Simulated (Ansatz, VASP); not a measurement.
## Two plane-wave programs on AgCl

The input INCAR:

```
PREC = Accurate
ENCUT = 520
EDIFF = 1E-6
ISMEAR = 0
SIGMA = 0.05
LREAL = False
LASPH = True
NELM = 80
ALGO = Normal
ISIF = 2
LWAVE = False
LCHARG = True
GGA = PS
LELF = True
LVHAR = True
NBANDS = 16
```

The input KPOINTS:

```
Automatic mesh
0
Gamma
  8 8 8
```

Contents of POSCAR:

```
AgCl
1.0
    0.0000000000      2.6899555000      2.7731500000
    2.6899555000      0.0000000000      2.7731500000
    2.6899555000      2.6899555000      0.0000000000
Ag Cl
1 1
Direct
    0.5000000000      0.5000000000      0.5000000000
    0.0000000000      0.0000000000      0.0000000000
```

Input for Ansatz:

```yaml
crystal:
  lattice:
    - [0.0, 2.6899555, 2.77315]
    - [2.6899555, 0.0, 2.77315]
    - [2.6899555, 2.6899555, 0.0]
  atoms:
    - { symbol: Ag, position: [0.5, 0.5, 0.5] }
    - { symbol: Cl, position: [0.0, 0.0, 0.0] }
basis:
  ecutwfc: 420
kpoints:
  mp_grid: { grid: [8, 8, 8] }
hamiltonian:
  xc: pbesol
scf:
  occupations: { method: gaussian, width: 0.05 }
output:
  forces: true
  stress: true
  eigenvalues: true
```

Change from the starting cell: strain -0.030 along x and y, +0.000 along z, atoms carried along.

Alike in both runs: task single point; functional PBEsol; k mesh 8 × 8 × 8; occupations gaussian, width 0.05 eV; no spin polarisation.

|  | VASP | Ansatz |
| --- | --- | --- |
| version | VASP 6.6.1 | Ansatz 0.2.0 |
| potentials or method | VASP PAW PBE potentials, release 64 (Ag, Cl) | scalar-relativistic, plane waves, PAW |
| plane-wave cutoff (eV) | 520 | 420 |
| valence electrons in the cell | 18 | 26 |

```csv
,VASP,Ansatz,Ansatz less VASP
gap on the k mesh at the Fermi level (eV),0.62,0.63,+0.003
least direct gap on the mesh (eV),3.25,3.25,0.000
pressure (GPa),0.4,0.5,+0.10
largest component of the traceless stress (GPa),0.68,0.68,+0.007
```

The two sets of potentials don't hold the same shells in valence.

Caveats: the PAW data sets were made with another functional, which shifts forces and pressure a little (VASP). A k mesh can miss the band edges.
